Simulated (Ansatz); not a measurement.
# MgO: Zn on a Mg site

Computed with the plane-wave PAW code Ansatz (scalar-relativistic, PAW set soft_2): PBE, no spin polarisation, 420 eV cutoff, k-mesh 2×2×2 shifted by half a step.

The relaxed host crystal (Kohn–Sham gap 4.46 eV):

```
CELL_PARAMETERS angstrom
0.00000 2.12679 2.12679
2.12679 0.00000 2.12679
2.12679 2.12679 0.00000
ATOMIC_POSITIONS crystal
Mg 0.00000 0.00000 0.00000
O 0.50000 0.50000 0.50000
```

Supercell of 32 atoms, rows of the matrix [[-1,3,-1],[3,-1,-1],[-1,-1,-1]] times the cell vectors; Zn on a Mg site at (0.000, 0.000, 0.000) in fractions of the cell above. Atoms are relaxed at the host's cell.

Distances from the Zn atom (Å), by shell of the perfect crystal:

```
shell  perfect crystal  relaxed, charge 0
  6 O             2.13               2.15
```

```tsv
charge	gap of the cell on the mesh (eV)	carriers
0	5.28	none in the bands
```

On this mesh the host's own supercell has a gap of 5.90 eV.

Formation energy of the neutral defect: 2.79 eV, taking atoms from and to the elements' standard states (no corrections for gases), so it belongs to those chemical potentials alone.

Relaxed cell at charge 0:

```
MgO Zn_Mg charge 0
1.0
     4.2536   -4.2536    4.2536
    -4.2536    4.2536    4.2536
    -4.2536   -4.2536   -4.2536
Zn Mg O
1 15 16
Direct
  0.2500 0.7500 0.0000
  0.4999 0.7500 0.7501
  0.7500 0.7500 0.5000
  0.0001 0.9999 0.0000
  0.2500 0.9999 0.7501
  0.0001 0.7500 0.2499
  0.7500 0.2500 0.0000
  0.4999 0.9999 0.4999
  0.7499 0.9999 0.2499
  0.0001 0.2501 0.7501
  0.4999 0.5001 0.0000
  0.2500 0.2500 0.5000
  0.7501 0.5001 0.7501
  0.4999 0.2499 0.2499
  0.0001 0.5001 0.5001
  0.2500 0.5001 0.2499
  0.2500 0.0031 0.2531
  0.5031 0.0031 0.0000
  0.7500 0.0000 0.7500
  0.0000 0.2500 0.2500
  0.2500 0.2500 0.0000
  0.0000 0.0000 0.5000
  0.7500 0.5000 0.2500
  0.5000 0.2500 0.7500
  0.7500 0.2500 0.5000
  0.9969 0.4969 0.0000
  0.5031 0.7500 0.2531
  0.2500 0.4969 0.7469
  0.7500 0.7500 0.0000
  0.5000 0.5000 0.5000
  0.9969 0.7500 0.7469
  0.2500 0.7500 0.5000
```

Caveats: semilocal functionals make gaps too small, which shifts levels too; small supercell, so energies and levels can be off by tenths of an eV; the atoms kept the symmetry of the start, so a distorted state could lie lower.

Zn replaces Mg as an isovalent cation: Zn 4s electrons go to the oxygen framework just as Mg 3s electrons do, so the neutral cell has no carriers in its bands. The Zn–O distance of 2.15 Å, against 2.13 Å in the perfect crystal, shows only a slight outward relaxation, as expected for two divalent ions of similar size.

The positive formation energy of 2.79 eV mainly reflects the stronger binding of oxygen to Mg than to Zn. Measured against the elements, it is not a heat of mixing of the two oxides and doesn't imply poor solubility.

On the same mesh, the gap falls from 5.90 to 5.28 eV. This suggests that Zn 4s character lowers the conduction states, while repulsion between Zn 3d and O 2p may raise the valence states. The host's smaller gap of 4.46 eV lies at the zone centre, which the shifted mesh misses, so the drop isn't a direct measure of band-edge narrowing. Nor do the gaps alone show which edge moves.
